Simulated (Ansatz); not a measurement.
Write the native input for Ansatz 0.2.0 that does the following.

```yaml
Task: relaxation of cell and atoms
Functional: PBE
Dispersion: D4
Potentials_or_basis: Ansatz PAW
Cutoff: "420 eV (not typed: the program's choice for these potentials)"
k_mesh: 10 × 10 × 10
Occupations: fermi-dirac, width 0.05 eV
Spin: no spin polarisation
```

The system is Cd.

```
Cd
1.0
    -1.78432    1.78432    1.78432
     1.78432   -1.78432    1.78432
     1.78432    1.78432   -1.78432
Cd
1
Direct
  0.00000 0.00000 0.00000
```

This isn't the form of Cd at room conditions, which is hcp.

These files were run (other wordings do the same):

input.yaml

```yaml
crystal:
  lattice:
    - [-1.784322, 1.784322, 1.784322]
    - [1.784322, -1.784322, 1.784322]
    - [1.784322, 1.784322, -1.784322]
  atoms:
    - { symbol: Cd, position: [0.0, 0.0, 0.0] }
hamiltonian:
  xc: pbe
  pseudopotentials: { kind: paw }
  dispersion: d4
kpoints:
  mp_grid: { grid: [10, 10, 10] }
scf:
  occupations: { method: fermi_dirac, width: 0.05 }
output:
  forces: true
  stress: true
  eigenvalues: true
relax:
  f_tol: 0.01
  max_steps: 40
  cell: { stress_tol: 0.05 }
```

Potentials or basis: Ansatz PAW.

Run with:

```console
$ ansatz run input.yaml --threads 2 --pin off --max-ram 5632MiB --backend cpu --events-out ev --progress --plain --runs-dir out
```

It gave:

```
Relaxed volume                         : 21.91 Å³/atom
Relaxed cell                           : a = 3.053 Å, b = 3.053 Å, c = 3.053 Å, α = 109.47°, β = 109.47°, γ = 109.47°
Space group after relaxing (to 0.05 Å) : Im-3m (No. 229)
Energy gained by relaxing              : 3.6 meV/atom
Ionic steps                            : 4
Pressure after relaxing                : 0.0 GPa
Band gap on the k mesh                 : none (metal or under the smearing width)
```

Caveat: the plane-wave basis is chosen anew once the cell has moved, so the energies of steps on either side of that aren't comparable; pairwise dispersion overbinds metals, which lowers pressure and volume.

Wall time 2 s on 2 threads of Arm Neoverse V2, with other jobs on the host, peak memory 0.28 GiB.
